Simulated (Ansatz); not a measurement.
This was printed by a script on Ansatz 0.2.0, Python API, for a calculation of the elastic constants of ZrN, space group Fm-3m. What did the script look like? Level of theory (first run): PBE, PAW, the default cutoff (420 eV here), 16×16×16 k-points, Fermi-Dirac smearing of 0.05 eV.

```cif
data_structure
_symmetry_space_group_name_H-M 'P 1'
_symmetry_Int_Tables_number 1
_cell_length_a 3.2527
_cell_length_b 3.2527
_cell_length_c 3.2527
_cell_angle_alpha 60.000
_cell_angle_beta 60.000
_cell_angle_gamma 60.000
_cell_volume 24.33
loop_
_atom_site_label
_atom_site_type_symbol
_atom_site_fract_x
_atom_site_fract_y
_atom_site_fract_z
_atom_site_occupancy
Zr1 Zr 0.50000 0.50000 0.50000 1
N1 N 0.00000 0.00000 0.00000 1
```

Running `python elastic_zrn.py` prints:
```text
DeckWarning: basis.ecutwfc = 420 eV, auto-derived from the records' recommended cutoffs: set by Zr (normal level)
INFO:calc:relaxed volume 24.251 A^3
INFO:calc:C11 = 528.2 GPa
INFO:calc:C12 = 110.0 GPa
INFO:calc:C13 = 110.0 GPa
INFO:calc:C22 = 528.2 GPa
INFO:calc:C23 = 110.0 GPa
INFO:calc:C33 = 528.2 GPa
INFO:calc:C44 = 117.3 GPa
INFO:calc:C55 = 117.3 GPa
INFO:calc:C66 = 117.3 GPa
smallest eigenvalue of C: 117.3 GPa; tensor positive definite: True
INFO:calc:k_voigt_gpa      249.399
INFO:calc:k_reuss_gpa      249.399
INFO:calc:k_hill_gpa       249.399
INFO:calc:g_voigt_gpa      154.038
INFO:calc:g_reuss_gpa      142.304
INFO:calc:g_hill_gpa       148.171
INFO:calc:youngs_gpa       371.034
INFO:calc:poisson            0.252
```
(Warnings from the package without file and line.)

The script that was run (others could print the same):

Script `elastic_zrn.py`:
```python
"""Stiffness tensor and moduli of ZrN."""

from dataclasses import replace
import logging
import sys

import ansatz as az
import numpy as np

logging.basicConfig(stream=sys.stdout, format="%(levelname)s:%(name)s:%(message)s")
logger = logging.getLogger("calc")
logger.setLevel(logging.INFO)

zrn = (
    az.Lattice.fcc(4.6)
    .space_group(225)
    .atom("Zr", [0.5, 0.0, 0.0])
    .atom("N", [0.0, 0.0, 0.0])
    .primitive()
)

setup = (
    zrn.calculation()
    .functional(az.Functional.PBE)
    .occupations("fermi_dirac", width=50 * az.meV)
    .kpoints(16, 16, 16)
)
# first bring the cell to zero stress
rest = setup.relax(cell=True).run(threads=1).lattice
relaxed = az.Crystal(lattice=az.Lattice.of(rest.cell_ang))
for site in rest.sites:
    relaxed = relaxed.atom(site.symbol, site.position_frac)
setup = replace(setup, crystal=relaxed)
logger.info("relaxed volume {:.3f} A^3".format(abs(np.linalg.det(rest.cell_ang))))
outcome = setup.elastic(az.ElasticMode.RELAXED_ION, amplitude=0.01).run(threads=1)
elastic = outcome.elastic

C = np.asarray(elastic.c_gpa)
for i in range(6):
    for j in range(i, 6):
        if abs(C[i, j]) > 0.05:
            logger.info(f"C{i + 1}{j + 1} = {C[i, j]:.1f} GPa")
print("smallest eigenvalue of C:", round(elastic.stability.min_eigenvalue_gpa, 1), "GPa; tensor positive definite:", elastic.stability.min_eigenvalue_gpa > 0)
# averaged moduli need a positive definite tensor
if elastic.stability.min_eigenvalue_gpa > 0:
    for name, value in elastic.moduli.to_plain().items():
        logger.info(f"{name:14s} {value:9.3f}")
```

Spin is left out of this run. A positive definite tensor excludes instabilities under uniform strain alone; phonons elsewhere in the zone can still be imaginary. Of the deposited cell: the entry's cell lengths or inner coordinates differ somewhat from later room-temperature determinations. The starting cell is as deposited in a crystallographic database; the results hold for this polymorph, which needn't be the stable one. Shear constants of a metal converge slowly with the k-point mesh and can be wrong in sign on a coarse one; the constants belong to the cell that was strained. Timing: 88 s on 1 thread of Intel(R) Xeon(R) Processor @ 2.30GHz, with other jobs on the host, peak memory 0.7 GiB.

(A comment or docstring line of the script was reworded after the run, the code is as it ran.)
